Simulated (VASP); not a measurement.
Wanted: the native input for a VASP 6.6.1 run.

- Task: band structure
- Functional: PBE
- Potentials or basis: VASP PAW PBE potentials, release 64 (Al, P)
- Cutoff: 520 eV
- k mesh: 8 × 8 × 8
- Occupations: gaussian, width 0.03 eV
- Spin: no spin polarisation
- Further INCAR settings: ALGO = Normal; EDIFF = 1e-06; NBANDS = 11

The structure of AlP lies in POSCAR:

```
AlP                                     
1.0
    0.0000000000      2.7357031041      2.7357031041
    2.7357031041      0.0000000000      2.7357031041
    2.7357031041      2.7357031041      0.0000000000
  Al              P             
     1     1
Direct
     0.0000000000000000    0.0000000000000000    0.0000000000000000
     0.2500000000000000    0.2500000000000000    0.2500000000000000
```

The input as run:

INCAR

```
SYSTEM = AlP
  PREC = Accurate
  ENCUT = 520
  EDIFF = 1E-6
  ISMEAR = 0
  SIGMA = 0.03
  LREAL = .FALSE.
  LASPH = .TRUE.
  NELM = 80
  ALGO = Normal
  ISIF = 2
  LWAVE = .FALSE.
  LCHARG = .FALSE.
  GGA = PE
  NBANDS = 11
```

KPOINTS

```
Automatic mesh
0
G
  8 8 8
  0 0 0
```

KPOINTS_OPT

```
explicit points
202
Reciprocal
 0.0000000000  0.0000000000  0.0000000000 1
 0.0555555556  0.0000000000  0.0555555556 1
 0.1111111111  0.0000000000  0.1111111111 1
 0.1666666667  0.0000000000  0.1666666667 1
 0.2222222222  0.0000000000  0.2222222222 1
 0.2777777778  0.0000000000  0.2777777778 1
[... 194 lines left out ...]
 0.5107354300  0.0214708600  0.5107354300 1
 0.4892645700 -0.0214708600  0.4892645700 1
```

Potentials or basis: VASP PAW PBE potentials, release 64 (Al, P).

Launch:

```bash
$ cat potpaw_PBE.64/Al/POTCAR potpaw_PBE.64/P/POTCAR > POTCAR
$ mpirun -np 1 vasp_std > vasp.out
```

Results of the run:

```
Pressure                : 1.6 GPa
Band gap on the k mesh  : 1.59 eV, indirect (least direct gap 3.25 eV)
Band gap along the path : 1.59 eV, indirect (least direct gap 3.25 eV)
```

It took 26 s on 1 thread of Intel(R) Xeon(R) 6975P-C (Granite Rapids), on a shared host, peak memory 0.17 GiB.
